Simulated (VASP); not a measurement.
From an Ansatz input to VASP: CdS (strained wurtzite)

Ansatz input

```yaml
crystal:
  lattice:
    - [4.2895393189, 0.0, 0.0]
    - [-2.1447696595, 3.7148500207, 0.0]
    - [0.0, 0.0, 6.565903195]
  atoms:
    - { symbol: Cd, position: [0.3333333333, 0.6666666667, -0.0079844107] }
    - { symbol: Cd, position: [0.6666666667, 0.3333333333, 0.4920155893] }
    - { symbol: S, position: [0.3333333333, 0.6666666667, 0.3829844107] }
    - { symbol: S, position: [0.6666666667, 0.3333333333, 0.8829844107] }
kpoints:
  mp_grid: { grid: [12, 12, 4] }
  band_path:
    path:
      - [0.0, 0.0, 0.0]
      - [0.5, 0.0, 0.0]
      - [0.3333333333, 0.3333333333, 0.0]
      - [0.0, 0.0, 0.5]
      - [0.5, 0.0, 0.5]
      - [0.3333333333, 0.3333333333, 0.5]
    npoints: 1
hamiltonian:
  xc: pbe
scf:
  occupations: { method: fermi_dirac, width: 0.02 }
  n_extra_bands: 5
output:
  forces: true
  stress: true
  eigenvalues: true
```

Problem. Translate this input to VASP.

Solution. 

INCAR

```
SIGMA = 0.02
LASPH = .TRUE.
ENCUT = 520
IBRION = -1
ISMEAR = -1
NELM = 120
LWAVE = .FALSE.
LCHARG = .FALSE.
PREC = Accurate
LREAL = .FALSE.
EDIFF = 1E-7
ISIF = 2
NBANDS = 26
NSW = 0
GGA = PE
```

KPOINTS

```
KPOINTS created by Atomic Simulation Environment
0
Gamma
12 12 4
0 0 0
```

KPOINTS_OPT

```
special points
6
Reciprocal
0.0000000000 0.0000000000 0.0000000000 1
0.5000000000 0.0000000000 0.0000000000 1
0.3333333333 0.3333333333 0.0000000000 1
0.0000000000 0.0000000000 0.5000000000 1
0.5000000000 0.0000000000 0.5000000000 1
0.3333333333 0.3333333333 0.5000000000 1
```

POSCAR

```
Cd S
 1.0000000000000000
     4.2895393189002320    0.0000000000288676    0.0000000000000000
    -2.1447696594751160    3.7148500206853656    0.0000000000000000
     0.0000000000000000    0.0000000000000000    6.5659031949999997
 Cd  S
   2   2
Cartesian
 -0.0000000000166667  2.4765666804665325 -0.0524248678893448
  2.1447696594417822  1.2382833402477000  3.2305267296106552
 -0.0000000000166667  2.4765666804665325  2.5146385660143440
  2.1447696594417822  1.2382833402477000  5.7975901635143439
```

VASP ran with the recommended PBE PAW datasets (36 valence electrons in the cell). Other inputs would serve too.

```csv
,Ansatz,VASP
gap between bands v and c,1.06 eV,1.06 eV
least direct gap,1.06 eV,1.06 eV
pressure,-0.3 GPa,-0.1 GPa
```

The two codes use different PAW datasets and cutoffs. VASP's cell holds 36 valence electrons and Ansatz's 52. Ansatz's stress includes a Pulay correction; VASP's doesn't.
